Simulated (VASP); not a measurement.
# W (Im-3m) in VASP: notebook, part 2 of 2

VASP 6.6.1. Earlier steps stand in the parts before.

## Step 4: Single point, LDA (a relaxed cell with its volume scaled by 0.94)

Contents of INCAR:

```
PREC = Accurate
ENCUT = 520
EDIFF = 1E-7
ISMEAR = 0
SIGMA = 0.1
LREAL = False
LASPH = True
NELM = 100
ALGO = Normal
ISIF = 2
LWAVE = False
LCHARG = False
```

Contents of KPOINTS:

```
regular mesh
0
Gamma
  18 18 18
```

Contents of POSCAR:

```
W                                       
1.0
   -1.5388910379      1.5388910379      1.5388910379
    1.5388910379     -1.5388910379      1.5388910379
    1.5388910379      1.5388910379     -1.5388910379
  W             
     1
Direct
     0.0000000000000000    0.0000000000000000    0.0000000000000000
```

Potentials or basis: VASP PAW LDA potentials, release 64 (W_sv).

The run is started by

```
$ cat potpaw_LDA.64/W_sv/POTCAR > POTCAR
$ mpirun -np 1 vasp_std > vasp.out
```

OUTCAR:

```text
PREC = Accurate
   ENCUT = 520
   EDIFF = 1E-7
   ISMEAR = 0
   LREAL = False
   LASPH = True
   NELM = 100
   ISIF = 2

 ion  position               nearest neighbor table
   1  0.000  0.000  0.000-

  LATTYP: Found a body centered cubic cell.
 ALAT       =     3.0777820758

  Lattice vectors:

 A1 = (  -1.5388910379,   1.5388910379,   1.5388910379)
 A2 = (   1.5388910379,  -1.5388910379,   1.5388910379)
 A3 = (   1.5388910379,   1.5388910379,  -1.5388910379)

Analysis of symmetry for initial positions (statically):
=====================================================================
 Subroutine PRICEL returns:
 Original cell was already a primitive cell.

 Routine SETGRP: Setting up the symmetry group for a
 body centered cubic supercell.

 Subroutine GETGRP returns: Found 48 space group operations
 (whereof 48 operations were pure point group operations)
 out of a pool of 48 trial point group operations.

The static configuration has the point symmetry O_h .

Analysis of symmetry for dynamics (positions and initial velocities):
=====================================================================
 Subroutine PRICEL returns:
 Original cell was already a primitive cell.

 Routine SETGRP: Setting up the symmetry group for a
 body centered cubic supercell.

 Subroutine GETGRP returns: Found 48 space group operations
 (whereof 48 operations were pure point group operations)
 out of a pool of 48 trial point group operations.

The dynamic configuration has the point symmetry O_h .

 Subroutine INISYM returns: Found 48 space group operations
 (whereof 48 operations are pure point group operations),
 and found     1 'primitive' translations

----------------------------------------------------------------------------------------

                                     Primitive cell

  volume of cell :      14.5775

  direct lattice vectors                    reciprocal lattice vectors
    -1.538891038  1.538891038  1.538891038     0.000000000  0.324909294  0.324909294
     1.538891038 -1.538891038  1.538891038     0.324909294  0.000000000  0.324909294
     1.538891038  1.538891038 -1.538891038     0.324909294  0.324909294  0.000000000

  length of vectors
     2.665437465  2.665437465  2.665437465     0.459491130  0.459491130  0.459491130

  position of ions in fractional coordinates (direct lattice)
     0.000000000  0.000000000  0.000000000

  ion indices of the primitive-cell ions
   primitive index   ion index
                 1           1

----------------------------------------------------------------------------------------

 KPOINTS: regular mesh

Automatic generation of k-mesh.
 Grid dimensions read from file:
 generate k-points for:   18   18   18

 Generating k-lattice:

  Cartesian coordinates                     Fractional coordinates (reciprocal lattice)
     0.000000000  0.018050516  0.018050516     0.055555556  0.000000000  0.000000000
     0.018050516  0.000000000  0.018050516     0.000000000  0.055555556  0.000000000
     0.018050516  0.018050516  0.000000000     0.000000000  0.000000000  0.055555556

  Length of vectors
     0.025527285  0.025527285  0.025527285

  Shift w.r.t. Gamma in fractional coordinates (k-lattice)
     0.000000000  0.000000000  0.000000000

 Subroutine IBZKPT returns following result:
 ===========================================

 Found    195 irreducible k-points:

 Following reciprocal coordinates:
            Coordinates               Weight
  0.000000  0.000000  0.000000      1.000000
  0.055556  0.000000  0.000000     12.000000
  0.111111  0.000000  0.000000     12.000000
  0.166667  0.000000  0.000000     12.000000
  0.222222  0.000000  0.000000     12.000000
  0.277778  0.000000  0.000000     12.000000
[... 16 lines left out ...]
  0.333333  0.111111  0.000000     48.000000
  0.388889  0.111111  0.000000     48.000000
 [... further k-points ...]
   k-points           NKPTS =    195   k-points in BZ     NKDIM =    195   number of bands    NBANDS=     11
   number of dos      NEDOS =    301   number of ions     NIONS =      1
   total plane-waves  NPLWV =   8000
   dimension x,y,z NGX =    20 NGY =   20 NGZ =   20
   dimension x,y,z NGXF=    40 NGYF=   40 NGZF=   40
   ions per type =               1
   NGX,Y,Z   is equivalent  to a cutoff of  12.47, 12.47, 12.47 a.u.
   NGXF,Y,Z  is equivalent  to a cutoff of  24.95, 24.95, 24.95 a.u.
 SYSTEM =  unknown system
   PREC   = accura    normal or accurate (medium, high low for compatibility)
   ISTART =      0    job   : 0-new  1-cont  2-samecut
   ICHARG =      2    charge: 1-file 2-atom 10-const
   ISPIN  =      1    spin polarized calculation?
   LNONCOLLINEAR =      F non collinear calculations
   LSORBIT =      F    spin-orbit coupling
   LASPH  =      T    aspherical Exc in radial PAW
   ENCUT  =  520.0 eV  38.22 Ry    6.18 a.u.   4.96  4.96  4.96*2*pi/ulx,y,z
   NELM   =    100;   NELMIN=  2; NELMDL= -5     # of ELM steps
   EDIFF  = 0.1E-06   stopping-criterion for ELM
   LREAL  =      F    real-space projection
   EDIFFG = 0.1E-05   stopping-criterion for IOM
   NSW    =      0    number of steps for IOM
   IBRION =     -1    ionic relax: 0-MD 1-quasi-New 2-CG
   NFREE  =      0    steps in history (QN), initial steepest desc. (CG)
   ISIF   =      2    stress and relaxation
   ISYM   =      2    0-nonsym 1-usesym 2-fastsym
   POTIM  = 0.5000    time-step for ionic-motion
   TEBEG  =    0.0;   TEEND  =   0.0 temperature during run
   PSTRESS=    0.0 pullay stress
   NELECT =      14.0000    total number of electrons
   NUPDOWN=      -1.0000    fix difference up-down
   EMIN   =  10.00;   EMAX   =-10.00  energy-range for DOS
   EFERMI =   0.00;   METHOD = LEGACY
   ISMEAR =     0;   SIGMA  =   0.10  broadening in eV -4-tet -1-fermi 0-gaus
   EFERMI_NEDOS =   21; number of points for ismear=-14 and -15
   IALGO  =     38    algorithm
   IMIX   =      4    mixing-type and parameters
     AMIX     =   0.40;   BMIX     =  1.00
     AMIX_MAG =   1.60;   BMIX_MAG =  1.00
  volume/ion in A,a.u.               =      14.58        98.37
  Fermi-wavevector in a.u.,A,eV,Ry     =   1.615188  3.052262 35.495301  2.608831
  Thomas-Fermi vector in A             =   2.709976
   LORBIT       =      0    0 simple, 1 ext, 2 COOP (PROOUT), +10 PAW based schemes
   GGA     = CA    functional components
   LHFCALC =     F    Hartree Fock is set to
   AEXX    =    0.0000 exact exchange contribution
   IVDW    =     0    specifies the selected vdW correction
   LEPSILON=     F    determine dielectric tensor
   LRPA    =     F    only Hartree local field effects (RPA)
 non-spin polarized calculation
 Gauss-broadening in eV      SIGMA  =   0.10
  energy-cutoff  :      520.00
  volume of cell :       14.58
 maximum number of plane-waves:       405
   NGX =  9   NGY =  9   NGZ =  9

 number of electron      13.9999995 magnetization

 Free energy of the ion-electron system (eV)
  ---------------------------------------------------
  ext. energy  EPLUGINS =         0.00000000
  ---------------------------------------------------
  free energy    TOTEN  =       -14.03584219 eV

  energy without entropy =      -14.03193288  energy(sigma->0) =      -14.03388753

 E-fermi :  12.5830     XC(G=0): -14.3057

 val. band max:       12.5738770873   @ k =  -0.2778   0.3333   0.2222
 cond. band min:      12.5832207668   @ k =  -0.1667   0.1667   0.1111
 fundamental gap:      0.0093436795
 Fermi energy:        12.5829991010

 k-point     1 :       0.0000    0.0000    0.0000
  band No.  band energies     occupation
      1     -61.0715      2.00000
      2     -24.7301      2.00000
      3     -24.7301      2.00000
      4     -24.7301      2.00000
      5       2.5943      2.00000
      6      11.1707      2.00000
      7      11.1707      2.00000
      8      11.1707      2.00000
      9      14.9740      0.00000
     10      14.9740      0.00000
     11      27.3352      0.00000
[... 309 lines left out ...]
 k-point    24 :       0.3889    0.1111    0.0000
  band No.  band energies     occupation
      1     -60.8716      2.00000
      2     -26.3430      2.00000
      3     -25.3302      2.00000
      4     -24.8204      2.00000
      5       6.2685      2.00000
      6       8.7583      2.00000
      7      12.2420      2.00000
      8      14.7916      0.00000
      9      16.3076      0.00000
     10      19.8082      0.00000
     11      24.7253      0.00000

 [... further k-points ...]

------------------------ aborting loop because EDIFF is reached ----------------------------------------

  FORCE on cell =-STRESS in cart. coord.  units (eV):
  Direction    XX          YY          ZZ          XY          YZ          ZX
  --------------------------------------------------------------------------------------
  -------------------------------------------------------------------------------------
  Total        2.1396142      2.1396142      2.1396142      0.0000000     -0.0000000      0.0000000
  in kB      235.1594606    235.1594606    235.1594606      0.0000000     -0.0000000      0.0000000
  external PRESSURE =     235.1594606 kB  Pullay stress =       0.0000000 kB

 VOLUME and BASIS-vectors are now :
 -----------------------------------------------------------------------------
  energy-cutoff  :      520.00
  volume of cell :       14.58
      direct lattice vectors                 reciprocal lattice vectors
    -1.538891038  1.538891038  1.538891038     0.000000000  0.324909294  0.324909294
     1.538891038 -1.538891038  1.538891038     0.324909294  0.000000000  0.324909294
     1.538891038  1.538891038 -1.538891038     0.324909294  0.324909294  0.000000000

 POSITION                                       TOTAL-FORCE (eV/Angst)
 -----------------------------------------------------------------------------------
      0.00000      0.00000      0.00000         0.000000     -0.000000      0.000000
 -----------------------------------------------------------------------------------
    total drift:                                0.000000     -0.000000      0.000000

  FREE ENERGIE OF THE ION-ELECTRON SYSTEM (eV)
  ---------------------------------------------------
  free  energy   TOTEN  =       -14.0358421854 eV

  energy  without entropy=      -14.0319328808  energy(sigma->0) =      -14.03388753
```

OSZICAR:

```text
N       E                     dE             d eps       ncg     rms          rms(c)
DAV:   1     0.760219017668E+02    0.76022E+02   -0.79404E+03  4306   0.146E+03
DAV:   2    -0.131075787731E+02   -0.89129E+02   -0.86090E+02  4604   0.338E+02
DAV:   3    -0.146423356026E+02   -0.15348E+01   -0.15161E+01  4893   0.433E+01
DAV:   4    -0.146495933426E+02   -0.72577E-02   -0.72570E-02  4644   0.328E+00
DAV:   5    -0.146496468464E+02   -0.53504E-04   -0.53503E-04  4814   0.283E-01    0.246E+01
DAV:   6    -0.141768846210E+02    0.47276E+00   -0.47737E-01  4563   0.913E+00    0.105E+01
DAV:   7    -0.140411289616E+02    0.13576E+00   -0.26892E-01  4719   0.638E+00    0.449E-01
DAV:   8    -0.140358882297E+02    0.52407E-02   -0.41972E-03  4428   0.105E+00    0.588E-02
DAV:   9    -0.140358400111E+02    0.48219E-04   -0.72007E-05  4957   0.109E-01    0.445E-02
DAV:  10    -0.140358421797E+02   -0.21686E-05   -0.10516E-05  4646   0.465E-02    0.213E-03
DAV:  11    -0.140358421854E+02   -0.57551E-08   -0.10237E-07  3164   0.437E-03
   1 F= -.14035842E+02 E0= -.14033888E+02  d E =-.390930E-02
```

Run time: 23 s. Hardware: 1 thread of Intel Xeon Platinum 8375C at 2.90GHz (Ice Lake), shared host; peak memory 0.14 GiB.

What came out:

| Item | Value |
| --- | --- |
| Free energy | -14.0358 eV |
| Pressure | 23.5 GPa |
| Band gap on the k mesh | none (metal or under the smearing width) |

Caveat: so large a pressure means that the cell lies far from this level's equilibrium, or that cutoff or potentials fall short.

## Step 5: Single point, LDA (a relaxed cell with its volume scaled by 1.06)

INCAR is that of step 4.

KPOINTS is that of step 4.

Contents of POSCAR:

```
W                                       
1.0
   -1.6017714222      1.6017714222      1.6017714222
    1.6017714222     -1.6017714222      1.6017714222
    1.6017714222      1.6017714222     -1.6017714222
  W             
     1
Direct
     0.0000000000000000    0.0000000000000000    0.0000000000000000
```

Potentials or basis: VASP PAW LDA potentials, release 64 (W_sv).

The run is started by

```
$ cat potpaw_LDA.64/W_sv/POTCAR > POTCAR
$ mpirun -np 1 vasp_std > vasp.out
```

OUTCAR:

```text
PREC = Accurate
   ENCUT = 520
   EDIFF = 1E-7
   ISMEAR = 0
   LREAL = False
   LASPH = True
   NELM = 100
   ISIF = 2

 ion  position               nearest neighbor table
   1  0.000  0.000  0.000-

  LATTYP: Found a body centered cubic cell.
 ALAT       =     3.2035428444

  Lattice vectors:

 A1 = (  -1.6017714222,   1.6017714222,   1.6017714222)
 A2 = (   1.6017714222,  -1.6017714222,   1.6017714222)
 A3 = (   1.6017714222,   1.6017714222,  -1.6017714222)

Analysis of symmetry for initial positions (statically):
[... 515 lines left out ...]

 [... further k-points ...]

------------------------ aborting loop because EDIFF is reached ----------------------------------------

  FORCE on cell =-STRESS in cart. coord.  units (eV):
  Direction    XX          YY          ZZ          XY          YZ          ZX
  --------------------------------------------------------------------------------------
  -------------------------------------------------------------------------------------
  Total       -1.7869848     -1.7869848     -1.7869848      0.0000000      0.0000000     -0.0000000
  in kB     -174.1685815   -174.1685815   -174.1685815      0.0000000      0.0000000     -0.0000000
  external PRESSURE =    -174.1685815 kB  Pullay stress =       0.0000000 kB

 VOLUME and BASIS-vectors are now :
 -----------------------------------------------------------------------------
  energy-cutoff  :      520.00
  volume of cell :       16.44
      direct lattice vectors                 reciprocal lattice vectors
    -1.601771422  1.601771422  1.601771422     0.000000000  0.312154402  0.312154402
     1.601771422 -1.601771422  1.601771422     0.312154402  0.000000000  0.312154402
     1.601771422  1.601771422 -1.601771422     0.312154402  0.312154402  0.000000000

 POSITION                                       TOTAL-FORCE (eV/Angst)
 -----------------------------------------------------------------------------------
      0.00000      0.00000      0.00000        -0.000000     -0.000000      0.000000
 -----------------------------------------------------------------------------------
    total drift:                                0.000000      0.000000     -0.000000

  FREE ENERGIE OF THE ION-ELECTRON SYSTEM (eV)
  ---------------------------------------------------
  free  energy   TOTEN  =       -14.0487252216 eV

  energy  without entropy=      -14.0451951164  energy(sigma->0) =      -14.04696017
```

stdout:

```text
POSCAR found type information on POSCAR W
 POSCAR found :  1 types and       1 ions
 scaLAPACK will be used
 LDA part: xc-table for (Slater(with rela. corr.)+CA(PZ))
 , standard interpolation
 POSCAR, INCAR and KPOINTS ok, starting setup
 FFT: planning ... GRIDC
 FFT: planning ... GRID_SOFT
 FFT: planning ... GRID
 WAVECAR not read
 entering main loop
```

It took 26 s on 1 thread of Intel Xeon Platinum 8375C at 2.90GHz (Ice Lake), shared host; peak memory 0.15 GiB.

Results:

```
Free energy            : -14.0487 eV
Pressure               : -17.4 GPa
Band gap on the k mesh : none (metal or under the smearing width)
```

Caveat: so large a pressure means that the cell lies far from this level's equilibrium, or that cutoff or potentials fall short. Spin-orbit coupling is left out, which matters for the levels of W.

## Step 6: Overview

| cell | gap on the mesh (eV) | pressure (GPa) |
| --- | --- | --- |
| a relaxed cell with its volume scaled by 0.97 | none | 10.9 |
| a relaxed cell with its volume scaled by 1.03 | none | -9.4 |
| a relaxed cell with its volume scaled by 0.94 | none | 23.5 |
| a relaxed cell with its volume scaled by 1.06 | none | -17.4 |

Alike in all rows: task single point; level LDA; potentials or basis VASP PAW LDA potentials, release 64 (W_sv); no spin polarisation; k mesh 18 × 18 × 18; cutoff (eV) 520; smearing gaussian 0.1 eV.

Caveats: so large a pressure means that the cell lies far from this level's equilibrium, or that cutoff or potentials fall short (some runs).

Total energies depend on the potentials used, so only differences within one code and one set of settings carry meaning.
